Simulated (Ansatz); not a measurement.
# SiO2: the cost of one run

Method: DFT, PBE, plane-wave PAW, default files, scalar-relativistic, as far as a step names no other, in Ansatz 0.2.0.

### 1 Starting point

It takes space group I-42m (No. 121, tetragonal). Conventional cell: a = 9.160 Å, b = 9.160 Å, c = 8.231 Å, α = 90.00°, β = 90.00°, γ = 90.00°. Si (site symmetry 1) has 4 O at 1.61 to 1.62 Å as nearest neighbours. Around O (site symmetry 2) lie 2 Si at 1.61 Å. O (site symmetry m) is surrounded by 2 Si at 1.61 Å. O (site symmetry 1) is surrounded by 2 Si at 1.62 Å.

As a file:

```
Si O
1.0
    -4.57980    4.57980    4.11558
     4.57980   -4.57980    4.11558
     4.57980    4.57980   -4.11558
Si O
8 16
Direct
  0.75543 0.11320 0.23211
  0.88109 0.52332 0.76789
  0.11320 0.75543 0.23211
  0.47668 0.24457 0.35776
  0.88680 0.11891 0.64224
  0.52332 0.88109 0.76789
  0.24457 0.47668 0.35776
  0.11891 0.88680 0.64224
  0.28333 0.00000 0.28333
  0.91675 0.62594 0.00000
  0.63068 0.23783 0.25334
  0.71667 0.00000 0.71667
  0.62594 0.91675 0.00000
  0.62265 0.36932 0.60714
  0.36932 0.62265 0.60714
  0.08325 0.08325 0.70919
  0.98449 0.37735 0.74666
  0.00000 0.71667 0.71667
  0.23783 0.63068 0.25334
  0.01551 0.76217 0.39286
  0.00000 0.28333 0.28333
  0.76217 0.01551 0.39286
  0.37406 0.37406 0.29081
  0.37735 0.98449 0.74666
```

### 2 Gradients at the starting positions

Contents of input.yaml:

```yaml
crystal:
  lattice:
    - [-4.5798011975, 4.5798011975, 4.1155784219]
    - [4.5798011975, -4.5798011975, 4.1155784219]
    - [4.5798011975, 4.5798011975, -4.1155784219]
  atoms:
    - { symbol: Si, position: [0.75543276, 0.11319685, 0.23211066] }
    - { symbol: Si, position: [0.88108619, 0.5233221, 0.76788934] }
    - { symbol: Si, position: [0.11319685, 0.75543276, 0.23211066] }
    - { symbol: Si, position: [0.4766779, 0.24456724, 0.35776409] }
    - { symbol: Si, position: [0.88680315, 0.11891381, 0.64223591] }
    - { symbol: Si, position: [0.5233221, 0.88108619, 0.76788934] }
    - { symbol: Si, position: [0.24456724, 0.4766779, 0.35776409] }
    - { symbol: Si, position: [0.11891381, 0.88680315, 0.64223591] }
    - { symbol: O, position: [0.28333307, 0.0, 0.28333307] }
    - { symbol: O, position: [0.9167487, 0.62593563, 0.0] }
    - { symbol: O, position: [0.63068491, 0.2378251, 0.25333888] }
    - { symbol: O, position: [0.71666693, 0.0, 0.71666693] }
    - { symbol: O, position: [0.62593563, 0.9167487, 0.0] }
    - { symbol: O, position: [0.62265397, 0.36931509, 0.60714019] }
    - { symbol: O, position: [0.36931509, 0.62265397, 0.60714019] }
    - { symbol: O, position: [0.0832513, 0.0832513, 0.70918693] }
    - { symbol: O, position: [0.98448622, 0.37734603, 0.74666112] }
    - { symbol: O, position: [0.0, 0.71666693, 0.71666693] }
    - { symbol: O, position: [0.2378251, 0.63068491, 0.25333888] }
    - { symbol: O, position: [0.01551378, 0.7621749, 0.39285981] }
    - { symbol: O, position: [0.0, 0.28333307, 0.28333307] }
    - { symbol: O, position: [0.7621749, 0.01551378, 0.39285981] }
    - { symbol: O, position: [0.37406437, 0.37406437, 0.29081307] }
    - { symbol: O, position: [0.37734603, 0.98448622, 0.74666112] }
kpoints:
  mp_grid: { grid: [4, 4, 4] }
scf:
  occupations: { method: fermi_dirac, width: 0.02 }
hamiltonian:
  xc: pbe
  pseudopotentials: { kind: paw }
output:
  forces: true
  stress: true
  populations: true
  efg: { quadrupole_moments_barn: { O: -0.02558 }, contact_densities: true }
```

The run is started by

```bash
> ansatz run input.yaml --threads 1 --pin off --max-ram 2560MiB --backend cpu --events-out ev --progress --plain --runs-dir out
```

**Question.** How long does this run take on 1 thread of Arm Neoverse V1, shared host, and how much memory does it need?

About 54 s, with a peak of 0.67 GiB.
